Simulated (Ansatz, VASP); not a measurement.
# Two plane-wave programs on Mg2GaO3

```
Mg Ga O
1.0
     3.07658    0.00000    0.00000
    -1.53829    2.66439    0.00000
     0.00000    0.00000    7.70101
Mg Ga O
2 1 3
Direct
  0.33333 0.66667 0.34153
  0.66667 0.33333 0.65847
  0.00000 0.00000 0.00000
  0.33333 0.66667 0.81325
  0.66667 0.33333 0.18675
  0.00000 0.00000 0.50000
```

Alike in both runs: functional PBE; k mesh 12 × 12 × 6; occupations gaussian, width 0.1 eV; no spin polarisation.

Ansatz relaxed the structure, and its values are those at the end. VASP's run is a single point on that final structure, the one shown.

```csv
,VASP,Ansatz
version,VASP 6.6.1,Ansatz 0.2.0
potentials or method,"VASP PAW PBE potentials, release 64 (Mg, Ga_d, O)","scalar-relativistic, plane waves, PAW"
plane-wave cutoff (eV),520,420
valence electrons in the cell,35,51
```

Ansatz gave:

- gap on the k mesh at the Fermi level (eV): none
- pressure (GPa): 0.0
- rms of the force components (eV/Å): 0.001

Q: Which values does VASP return?

A: gap on the k mesh at the Fermi level (eV): none; pressure (GPa): -0.3; rms of the force components (eV/Å): 0.015.

A gap of «none» marks a metal or a gap that the smearing closes. With one functional, cell and mesh, what is left measures potentials, basis and numerics. The two sets of potentials don't hold the same shells in valence.

Caveats: an odd number of electrons without spin polarisation forces a metal; a magnetic or distorted state may lie lower.
